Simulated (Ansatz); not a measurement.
A run of Ansatz 0.2.0 is set up as follows.

input.yaml

```yaml
crystal:
  lattice:
    - [3.113, 0.0, 0.0]
    - [-1.5565, 2.695937082, 0.0]
    - [0.0, 0.0, 4.981]
  atoms:
    - { symbol: Al, position: [0.6666666667, 0.3333333333, 0.5] }
    - { symbol: Al, position: [0.3333333333, 0.6666666667, 0.0] }
    - { symbol: "N", position: [0.6666666667, 0.3333333333, 0.88] }
    - { symbol: "N", position: [0.3333333333, 0.6666666667, 0.38] }
hamiltonian:
  xc: r2scan
  pseudopotentials: { kind: paw }
kpoints:
  mp_grid: { grid: [8, 8, 5] }
scf:
  occupations: { method: fixed }
output:
  forces: true
  stress: true
elastic:
  mode: relaxed_ion
  stencil: two_point
```

Potentials or basis: Ansatz PAW.

Launch:

```bash
$ ansatz run input.yaml --threads 2 --pin off --max-ram 5120MiB --backend cpu --events-out ev --progress --plain --runs-dir out
```

**Question.** Predict the Voigt bulk modulus.

**Answer.** 207 GPa.

**Question.** Predict the pressure.

**Answer.** -1.0 GPa.

**Question.** Predict the band gap on the k mesh.

**Answer.** 4.83 eV, direct.

Elastic tensor in Voigt notation (GPa, in the Cartesian axes of the cell as first typed):
```
404 134 102   0   0   0
134 404 102   0   0   0
103 103 379   0   0   0
  0   0   0 123   0   0
  0   0   0   0 123   0
  0   0   0   0   0 135
```

Caveat: odd divisions of the mesh miss points on the zone boundary, where band edges often lie, so the gap on the mesh can be too wide; the PAW data sets come from PBE, with cores solved anew for the run's functional, which leaves a small shift of forces and pressure.

**Experimental background.**

“Structural and optical properties of self-assembled AlN nanowires grown on SiO2/Si substrates by molecular beam epitaxy”, 2024, arxiv:2402.00216 quotes, for a bulk crystal of AlN at 0 K: band gap 6.0343 eV (an exciton energy, a little under the gap).

Measured gap of AlN: 6.0343 eV (an exciton energy, a little under the gap; 0 K; quoted in “Structural and optical properties of self-assembled AlN nanowires grown on SiO2/Si substrates by molecular beam epitaxy”, 2024, arxiv:2402.00216). This calculation gives 4.83 eV (-1.20 eV). 2 values of this kind are on record (6.034 to 6.0343 eV); this one was drawn at random. The value is that of r2SCAN, without temperature or zero-point motion.
